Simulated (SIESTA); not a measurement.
Crystal: TePb.

```
CELL_PARAMETERS angstrom
0.00000 3.23100 3.23100
3.23100 0.00000 3.23100
3.23100 3.23100 0.00000
ATOMIC_POSITIONS crystal
Pb 0.00000 0.00000 0.00000
Te 0.50000 0.50000 0.50000
```

Base run:

* Program: SIESTA 5.4.2
* Functional: LDA
* Potentials or basis: PseudoDojo 0.4 standard (LDA files)
* Basis: DZP (energy shift 0.003 Ry; two zetas on semicore shells)
* Grid cutoff: 500 Ry
* Energy shift: 0.003 Ry
* k mesh: 7 × 7 × 7
* Occupations: fermi-dirac, width 0.05 eV
* Spin: no spin polarisation

Its results: pressure -1.3 GPa.

Task: The run is repeated on the same cell with these changes: functional from LDA to RPBE; potentials or basis from PseudoDojo 0.4 standard (LDA files) to PseudoDojo 0.4 standard (PBE files). What comes out?

Result: Pressure 4.0 GPa.

Caveats: the basis of atomic orbitals isn't converged, which shifts pressures, moduli and gaps; the potentials were made for another functional, which shifts forces and pressure (some runs).
